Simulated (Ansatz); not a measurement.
# Al3Cu: the cost of one run

Program: Ansatz 0.2.0. Level of theory: DFT r2SCAN, scalar-relativistic, plane waves, PAW. These are calculated values, not measurements.

1 further run of the same task is left out (set aside as unsound or not needed).

## (1) The starting structure

The structure is cubic, space group Pm-3m (No. 221). Conventional cell: a = 3.889 Å, b = 3.889 Å, c = 3.889 Å, α = 90.00°, β = 90.00°, γ = 90.00°. Al (site symmetry 4/mmm) is surrounded by 8 Al at 2.75 Å and 4 Cu at 2.75 Å. Cu (site symmetry m-3m) has 12 Al at 2.75 Å as nearest neighbours.

Coordinates:

```xyz
4
Lattice="3.8891 0.0000 0.0000 0.0000 3.8891 0.0000 0.0000 0.0000 3.8891" Properties=species:S:1:pos:R:3 pbc="T T T"
Al    0.0000    1.9446    1.9446
Al    1.9446    0.0000    1.9446
Al    1.9446    1.9446    0.0000
Cu    0.0000    0.0000    0.0000
```

It goes back to an entry of the Materials Project, which need not be the stable form.

This cell was relaxed beforehand with the same method: volume 14.71 Å³/atom, gap on the mesh none (metal).

## (2) Electronic structure at the relaxed geometry

File input.yaml:

```yaml
crystal:
  lattice:
    - [3.889120676, 0.0, 0.0]
    - [0.0, 3.889120676, 0.0]
    - [0.0, 0.0, 3.889120676]
  atoms:
    - { symbol: Al, position: [0.0, 0.5, 0.5] }
    - { symbol: Al, position: [0.5, 0.0, 0.5] }
    - { symbol: Al, position: [0.5, 0.5, 0.0] }
    - { symbol: Cu, position: [0.0, 0.0, 0.0] }
basis:
  ecutwfc: 500
kpoints:
  mp_grid: { grid: [12, 12, 12] }
  band_path:
    path:
      - [[0.0, 0.0, 0.0], [0.0, 0.5, 0.0], [0.5, 0.5, 0.0], [0.0, 0.0, 0.0], [0.5, 0.5, 0.5], [0.0, 0.5, 0.0]]
      - [[0.5, 0.5, 0.5], [0.5, 0.5, 0.0]]
    npoints: 14
hamiltonian:
  xc: r2scan
scf:
  occupations: { method: gaussian, width: 0.1 }
  n_extra_bands: 10
output:
  forces: true
  stress: true
  eigenvalues: true
  populations: true
  dos: { projected: true, de: 0.02, nscf_kmesh: { grid: [18, 18, 18] } }
  bader: true
  write_density: true
  write_potential: true
  elf: true
  volumetric_format: npy
```

On the command line:

```
$ ansatz run input.yaml --threads 1 --pin off --max-ram 2560MiB --backend cpu --events-out ev --progress --plain --runs-dir out
```

What time and memory should one allow on 1 thread of Intel Xeon 6975P-C (Granite Rapids), shared host?

About 33 s, with a peak of 0.61 GiB.
